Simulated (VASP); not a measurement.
Runs of VASP 6.6.1 on BP. It takes space group F-43m (No. 216, cubic). Conventional cell: a = 4.521 Å, b = 4.521 Å, c = 4.521 Å, α = 90.00°, β = 90.00°, γ = 90.00°. Around B (site symmetry -43m) lie 4 P at 1.96 Å. Around P (site symmetry -43m) lie 4 B at 1.96 Å. 

| task | level | cell | k mesh | cutoff (eV) | grid for exact exchange (PRECFOCK) | screening parameter | exchange at q = 0 | share of exact exchange | gap on the mesh (eV) | pressure (GPa) |
| --- | --- | --- | --- | --- | --- | --- | --- | --- | --- | --- |
| band structure | HSE06 | as given | 6 × 6 × 6 | 520 | Fast | 0.2 1/A | - | - | 2.06 | (a) |
| band structure | PBE0 | as given | 6 × 6 × 6 | 520 | Fast | - | truncated | - | 2.74 | (b) |
| band structure | PBE-EpsX | as given | 6 × 6 × 6 | 520 | Fast | - | truncated | 0.1079 | 1.92 | 1.5 |
| relaxation of cell and atoms | PBEsol | relaxed | 10 × 10 × 10 | 600 | - | - | - | - | 1.12 | 0.0 |

Alike in all rows: potentials or basis VASP PAW PBE potentials, release 64 (B, P); no spin polarisation; smearing gaussian 0.03 eV.

Task: Fill in the values left out.

Result: (a) -0.1; (b) -0.3.

Caveats: the PAW data sets were made with another functional, which shifts forces and pressure a little; the relaxation stopped at its first step, so nothing moved (some runs).

A k mesh can miss the band edges.

Runs at the PBE level aren't shown here.
